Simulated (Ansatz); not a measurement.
Crystal: Re.

```
Re
1.0
     0.00000    1.97500    1.97500
     1.97500    0.00000    1.97500
     1.97500    1.97500    0.00000
Re
1
Cartesian
  0.0000 0.0000 0.0000
```

This isn't the form of Re at room conditions, which is hcp.

```yaml
Program: Ansatz 0.2.0
Task: relaxation of cell and atoms
Functional: BLYP
Potentials_or_basis: Ansatz PAW
Cutoff: "420 eV (not typed: the program's choice for these potentials)"
k_mesh: 12 × 12 × 12
Occupations: fermi-dirac, width 0.05 eV
Spin: no spin polarisation
```

At the start: volume 15.41 Å³/atom.

Problem. How do energy, volume and symmetry change on relaxing?

Solution. It ends after 4 steps and the volume is 15.59 Å³/atom (+1.2 %); space group Fm-3m (No. 225, to 0.05 Å).

The path:
| step | energy change (eV) | largest force (eV/Å) | volume (Å³) |
| --- | --- | --- | --- |
| 1 | 0.0000 | 0.0000 | 15.41 |
| 2 | -0.0020 | 0.0000 | 15.60 |
| 3 | -0.0020 | 0.0000 | 15.59 |
| 4 | -0.0022 | 0.0000 | 15.59 |

Final structure:
```
Re
1.0
     0.00000    1.98271    1.98271
     1.98271    0.00000    1.98271
     1.98271    1.98271    0.00000
Re
1
Direct
  0.00000 0.00000 0.00000
```

Caveat: the plane-wave basis is chosen anew once the cell has moved, so the energies of steps on either side of that aren't comparable; the PAW data sets come from PBE, with cores solved anew for the run's functional, which leaves a small shift of forces and pressure.
